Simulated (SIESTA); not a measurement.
Crystal: Si2Ni.

```
Ni Si
1.0
     0.00000    2.70300    2.70300
     2.70300    0.00000    2.70300
     2.70300    2.70300    0.00000
Ni Si
1 2
Direct
  0.00000 0.00000 0.00000
  0.75000 0.75000 0.75000
  0.25000 0.25000 0.25000
```

Base run:

* Program: SIESTA 5.4.2
* Functional: vdW-DF-cx
* Potentials or basis: PseudoDojo 0.4 standard (PBE files)
* Basis: DZP (energy shift 0.003 Ry; two zetas on semicore shells)
* Grid cutoff: 800 Ry
* Energy shift: 0.003 Ry
* k mesh: 9 × 9 × 9
* Occupations: fermi-dirac, width 0.05 eV
* Spin: collinear spin, ferromagnetic start
* Starting moments: [1.0, 0.0, 0.0] μB

Its results: band gap on the k mesh none (metal or under the smearing width); pressure 1.8 GPa; net moment 0.00 μB per cell.

**Question.** After a change of settings the same cell gave: band gap on the k mesh none (metal or under the smearing width); pressure 3.9 GPa; net moment 0.00 μB per cell. Which change was it?
A. functional from vdW-DF-cx to PBE
B. functional from vdW-DF-cx to PBEsol; potentials or basis from PseudoDojo 0.4 standard (PBE files) to PseudoDojo 0.4 standard (PBEsol files)
C. functional from vdW-DF-cx to AM05; potentials or basis from PseudoDojo 0.4 standard (PBE files) to PseudoDojo 0.4 standard (PBEsol files)
D. functional from vdW-DF-cx to BLYP

**Answer.** A.

Caveats: short orbitals over semicore shells can move pressures by several GPa; the basis of atomic orbitals isn't converged, which shifts pressures, moduli and gaps; the potentials were made for another functional, which shifts forces and pressure (some runs).

Not every run made on this cell is shown here.
